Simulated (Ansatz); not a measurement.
Starting structure, W over the place (0/6, 0/6) of the surface cell, counted from the highest slab atom, its height relaxed (Si, P6_3/mmc (No. 194), (0 0 1) face):

```xyz
7
Lattice="3.8249 0.0000 0.0000 -1.9124 3.3125 0.0000 0.0000 0.0000 26.1211" Properties=species:S:1:pos:R:3 pbc="T T T"
Si    1.9124    1.1042    8.5000
Si    0.0000    2.2083    9.2968
Si    0.0000    2.2083   11.6622
Si    1.9124    1.1042   12.4243
Si    1.9124    1.1042   14.8176
Si    0.0000    2.2083   15.4882
W     0.0000    2.2083   18.2282
```

Computed with DFT PBEsol, scalar-relativistic, plane waves, PAW (Ansatz). Plane waves to 420 eV, a k mesh through Γ of 9×9×1 on the computed 7-atom cell and Gaussian smearing (0.05 eV); collinear spin from starting moments 0 0 0 0 0 0 4 μB. A dipole correction removes the field between periodic images along c.

Atoms 1, 2, 3, 4, 5, 6 (counted from 1) are held. Atom 7 may move along c only. The cell is fixed. Force threshold 0.02 eV/Å.

Q: Where does it end?

A: The energy falls by 0.295 eV in 5 steps, to:

```xyz
7
Lattice="3.8249 0.0000 0.0000 -1.9124 3.3125 0.0000 0.0000 0.0000 26.1211" Properties=species:S:1:pos:R:3 pbc="T T T"
Si    1.9124    1.1042    8.5000
Si    0.0000    2.2083    9.2968
Si    0.0000    2.2083   11.6622
Si    1.9124    1.1042   12.4243
Si    1.9124    1.1042   14.8176
Si    0.0000    2.2083   15.4882
W     0.0000    2.2083   17.9160
```

The end is the local minimum or symmetric point that this start leads to.

Spin-orbit coupling is left out, which matters for the bands of heavy elements.

The reference crystal is a form of Si, which isn't its usual structure.

Cost: 1 run of about 2 core-minutes, on Arm Neoverse V2 (shared hosts).